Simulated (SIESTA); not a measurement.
The system is AlNi3.

```xyz
4
Lattice="3.5231 0.0000 0.0000 0.0000 3.5231 0.0000 0.0000 0.0000 3.5231" Properties=species:S:1:pos:R:3 pbc="T T T"
Ni    1.7615    1.7615    0.0000
Ni    1.7615    0.0000    1.7615
Ni    0.0000    1.7615    1.7615
Al    0.0000    0.0000    0.0000
```

The cell is a database's computed one.

```yaml
Program: SIESTA 5.4.2
Task: single point
Functional: PBE
Potentials_or_basis: PseudoDojo 0.4 standard (PBE files)
Basis: DZP (energy shift 0.003 Ry; two zetas on semicore shells)
Grid_cutoff: 800 Ry
Energy_shift: 0.003 Ry
k_mesh: 8 × 8 × 8
Occupations: fermi-dirac, width 0.05 eV
Spin: collinear spin, ferromagnetic start
Starting_moments: "[1.0, 1.0, 1.0, 0.0] μB"
```

On this cell: pressure 5.7 GPa; largest force zero by symmetry; net moment 0.69 μB per cell; site moments Ni +0.25; Al -0.06 μB; band gap on the k mesh none (metal or under the smearing width).

The same run follows on a disturbed copy (atoms moved at random, drawn with an rms of 0.05 Å):

```
Ni Al
1.0
     3.52305    0.00000    0.00000
     0.00000    3.52305    0.00000
     0.00000    0.00000    3.52305
Ni Al
3 1
Direct
  0.50269 0.49641 0.01358
  0.50059 0.00624 0.49795
  0.98379 0.49754 0.50453
  0.99986 0.99934 0.99802
```

Question: What changes?

Answer: The energy (extrapolated to zero smearing) moves by +9.8 meV/atom; pressure 6.4 GPa; largest force 0.709 eV/Å; net moment 0.69 μB per cell; site moments Ni +0.25; Al -0.06 μB; band gap on the k mesh none (metal or under the smearing width).

Forces in eV/Å, atoms in the order of the input:
```
Ni  -0.425  0.239 -0.452
Ni  -0.356 -0.345  0.313
Ni   0.674  0.199  0.090
Al   0.107 -0.097  0.055
```

Stress tensor (GPa, compression positive):
```
 6.37  0.03  0.07
 0.03  6.44 -0.14
 0.07 -0.14  6.45
```

Caveats: short orbitals over semicore shells can move pressures by several GPa; the basis of atomic orbitals isn't converged, which shifts pressures, moduli and gaps.
